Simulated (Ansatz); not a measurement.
**In, one cell by several methods**

```
CELL_PARAMETERS angstrom
-1.60417 1.60417 2.44051
1.60417 -1.60417 2.44051
1.60417 1.60417 -2.44051
ATOMIC_POSITIONS crystal
In 0.00000 0.00000 0.00000
```

Conventional cell: a = 3.208 Å, b = 3.208 Å, c = 4.881 Å, α = 90.00°, β = 90.00°, γ = 90.00°. In (atom 1) has 12 In at 3.21 to 3.33 Å as nearest neighbours.

The cell is COD entry 9017523, as deposited and not checked against the literature; nothing was relaxed. The listed cell was then made from it by scaling, straining or moving an atom.

No spin–orbit coupling, which matters for the heavy atoms here.

All numbers are computed: DFT, PBE, PAW with Ansatz's default frozen-core files, scalar-relativistic (Ansatz 0.2.0); DFT, PBE, all-electron PAW with datasets made for the crystal, scalar-relativistic (Ansatz 0.2.0); DFT, PBE, all-electron LAPW, scalar-relativistic (Ansatz 0.2.0).

For PAW: a Γ-centred 14×14×14 k mesh, Fermi–Dirac smearing of 0.05 eV, cutoff 420 eV, no spin polarisation. The crystal-made all-electron datasets (AE datasets) take a cutoff of 260 eV at this cell. LAPW targets a basis error of 0.5 meV/atom. The Ansatz runs share mesh, smearing and spin set-up. Plane-wave (PAW) pressures include the program's estimate of the Pulay term.

Stress and pressure are positive in compression.

The change that made this cell: volume scaled by 0.96.

Spin–orbit coupling is left out, which moves gradients at and beside heavy atoms by some per cent and at worst by a factor of two.

In a metal, gradients converge slowly with the k mesh: the values move by tens of per cent from one mesh to another, at times in sign, so only the comparison on one mesh counts.

```csv
quantity,PAW,AE datasets,LAPW
pressure (GPa),3.99,3.99,3.99
stress xx (GPa),3.87,3.87,3.87
stress zz (GPa),4.24,4.24,4.24
field gradient Vzz at In (10²¹ V/m²),2.27,2.28,–
```

PAW's pressure differs from the LAPW value by about 0.01 GPa or less.
